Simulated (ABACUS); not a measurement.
W:

```
W
1.0
     0.01192    2.00823    2.03186
     2.02971    0.01106    2.03272
     2.05415    2.03352   -0.01337
W
1
Direct
  0.99325 0.99126 0.01410
```

The cell isn't the ideal one: cell strained at random at fixed volume.

A run of ABACUS 3.10.1 on this cell left the log below. Logs are shortened: lines on timing, memory, paths and dates and some standing lists are left out, and cuts for length are marked.

```text
ABACUS v3.10.1

               Atomic-orbital Based Ab-initio Computation at UStc

 ------------------------------------------------------------------------------------

 READING GENERAL INFORMATION
                           global_out_dir = OUT.W/
                           global_in_card = INPUT
                               pseudo_dir = ./
                              orbital_dir =
                                    DSIZE = 4
                                    GSIZE = 1

 READING UNITCELL INFORMATION
                                    ntype = 1
                  lattice constant (Bohr) = 1.88973
              lattice constant (Angstrom) = 1

 READING ATOM TYPE 1
                               atom label = W
                      L=0, number of zeta = 1
                      L=1, number of zeta = 1
                      L=2, number of zeta = 1
             number of atom for this type = 1

                        TOTAL ATOM NUMBER = 1
DIRECT COORDINATES
    atom                   x                   y                   z     mag                  vx                  vy                  vz
taud_W1            0.9932470000        0.9912600000        0.0141000000  0.0000        0.0000000000        0.0000000000        0.0000000000

                          Volume (Bohr^3) = 112.905
                             Volume (A^3) = 16.7308

 Lattice vectors: (Cartesian coordinate: in unit of a_0)
            +0.011923            +2.00823            +2.03186
             +2.02971           +0.011064            +2.03272
             +2.05415            +2.03352           -0.013373
 Reciprocal vectors: (Cartesian coordinate: in unit of 2 pi/a_0)
            -0.247073           +0.251192           +0.245339
            +0.248565           -0.249473           +0.245113
            +0.242647           +0.245048           -0.243621
 The esolver type has been set to : ksdft_pw

                PAO radial cut off (Bohr) = 10

[... 220 lines left out ...]
 E_Fermi        1.5578097253         21.1950886634
----------------------------------------------------------
[... 51 lines left out ...]
 Density error is 6.56215106822e-09
                          Error Threshold = 1.76360154021e-10
----------------------------------------------------------
     Energy           Rydberg                 eV
----------------------------------------------------------
 E_KohnSham     -151.6714408116      -2063.5958189078
 E_KS(sigma->0) -151.6711465870      -2063.5918157767
 E_Harris       -151.6709894220      -2063.5896774367
 E_band         -7.3440394036        -99.9207822261
 E_one_elec     -18.3124023214       -249.1530156401
 E_Hartree      16.8569811773        229.3509950898
 E_xc           -33.0935693339       -450.2611100994
 E_Ewald        -117.1218618843      -1593.5246819959
 E_entropy(-TS) -0.0005884492        -0.0080062622
 E_descf        0.0000000000         0.0000000000
 E_exx          0.0000000000         0.0000000000
 E_Fermi        1.5263853520         20.7675381313
----------------------------------------------------------

 charge density convergence is achieved
 final etot is -2063.5958189 eV
 EFERMI = 20.767538131 eV

 STATE ENERGY(eV) AND OCCUPATIONS    NSPIN == 1
 1/167 kpoint (Cartesian) = 0.0000 0.0000 0.0000 (1241 pws)
       1       -52.9685     0.00150263
       2       -16.6504     0.00150263
       3       -16.6193     0.00150263
       4       -16.5931     0.00150263
       5        11.8540     0.00150263
       6        20.0193     0.00150263
       7        20.1936     0.00150261
       8        20.4141     0.00150135
       9        23.1513    2.96146e-24
      10        23.3624    4.34283e-26
      11        33.5005        0.00000
[... 53 lines left out ...]
 6/167 kpoint (Cartesian) = -0.11231 0.11418 0.11152 (1207 pws)
       1       -52.8690     0.00300526
       2       -17.6824     0.00300526
       3       -16.7815     0.00300526
       4       -16.7742     0.00300526
       5        15.2605     0.00300526
       6        19.9261     0.00300526
       7        20.0654     0.00300526
       8        21.2051    4.75359e-07
       9        25.3948    1.93371e-43
      10        25.6969    4.59302e-46
      11        31.0629        0.00000

[... levels at 161 further k points ...]

------------------------------------------------------------------------------------------
 TOTAL-FORCE (eV/Angstrom)
------------------------------------------------------------------------------------------
                        W1         0.0000000000         0.0000000000         0.0000000000
------------------------------------------------------------------------------------------

----------------------------------------------------------------
 TOTAL-STRESS (KBAR)
----------------------------------------------------------------
       -40.6763662634        24.3268951915        -7.5716802619
        24.3268951915       -65.0408705236       -10.3905728784
        -7.5716802619       -10.3905728784       -35.5559114708
----------------------------------------------------------------
 TOTAL-PRESSURE: -47.091049 KBAR

 --------------------------------------------
 !FINAL_ETOT_IS -2063.5958189078123723 eV
 --------------------------------------------
```

Q: What input gives this log?

A: Single point with PBE, no spin polarisation. The files as run (others can give the same):

INPUT
```
INPUT_PARAMETERS
suffix              W
calculation         scf
basis_type          pw
pseudo_dir          ./
symmetry            1
dft_functional      pbe
ecutwfc             74
pseudo_rcut         10
nspin               1
nbands              11
ks_solver           dav
smearing_method     fd
smearing_sigma      0.00367493
scf_thr             1e-08
scf_nmax            100
mixing_type         broyden
mixing_beta         0.7
cal_force           1
cal_stress          1
kpar                4
```

STRU
```
ATOMIC_SPECIES
W 183.8400 W.upf

LATTICE_CONSTANT
1.8897261246

LATTICE_VECTORS
0.0119230000 2.0082280000 2.0318620000
2.0297100000 0.0110640000 2.0327210000
2.0541460000 2.0335240000 -0.0133730000

ATOMIC_POSITIONS
Direct

W
0.0
1
-0.0067530000 -0.0087400000 0.0141000000 1 1 1
```

KPT
```
K_POINTS
0
Gamma
11 11 11 0 0 0
```

Potentials or basis: PseudoDojo NC SR 0.4.1 PBE standard, plane waves.
Launch:
```console
$ OMP_NUM_THREADS=1 mpirun -np 4 abacus > log
```
